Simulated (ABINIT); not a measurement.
## InAs: single point with PBEsol

**Experimental background.**

From a printed reference work, data compilation, for a bulk crystal of InAs at 4.2 K: band gap 0.418 eV (direct).

The system is InAs.

```
In As
1.0
     0.00000    3.01800    3.01800
     3.01800    0.00000    3.01800
     3.01800    3.01800    0.00000
In As
1 1
Direct
  0.00000 0.00000 0.00000
  0.75000 0.75000 0.75000
```

```yaml
Program: ABINIT 10.8.3 (patched build)
Task: single point
Functional: PBEsol
Potentials_or_basis: PseudoDojo NC SR PBEsol v0.4.1 standard
Cutoff: 1034 eV
k_mesh: 6 × 6 × 6
Occupations: fermi-dirac, width 0.05 eV
Spin: no spin polarisation
```

| Quantity | Value |
| --- | --- |
| Pressure | 1.0 GPa |
| Band gap on the k mesh | none (metal or under the smearing width) |
| Valence electrons inside the program's atomic spheres | In 9.91; As 12.37 |

Levels at points of the mesh, in eV from the Fermi level:
```tsv
k point	band 12	band 13	band 14	band 15	band 16	band 17
(0.00, 0.00, 0.00)	-0.30	-0.04	-0.04	-0.04	3.83	3.83
(0.50, 0.00, 0.00)	-5.87	-1.04	-1.04	0.85	4.60	4.60
(0.50, 0.50, 0.00)	-5.94	-2.39	-2.39	1.40	1.95	9.14
```

Run time: 95 s on 1 thread of Intel(R) Xeon(R) Processor @ 2.70GHz (shared host), peak memory 0.1 GiB.

A measured gap of InAs is 0.418 eV (direct; 4.2 K; a printed reference work, data compilation); the calculated 0.00 eV misses it by -0.42 eV. Spin-orbit coupling on As, In is left out. The value is that of PBEsol on a finite k mesh, which can miss the band edges, without temperature or zero-point motion. Semilocal functionals fall short of measured gaps as a rule.

Caveat: this crystal is a semiconductor, whose small gap the functional closes, so the metal is an error of the method.
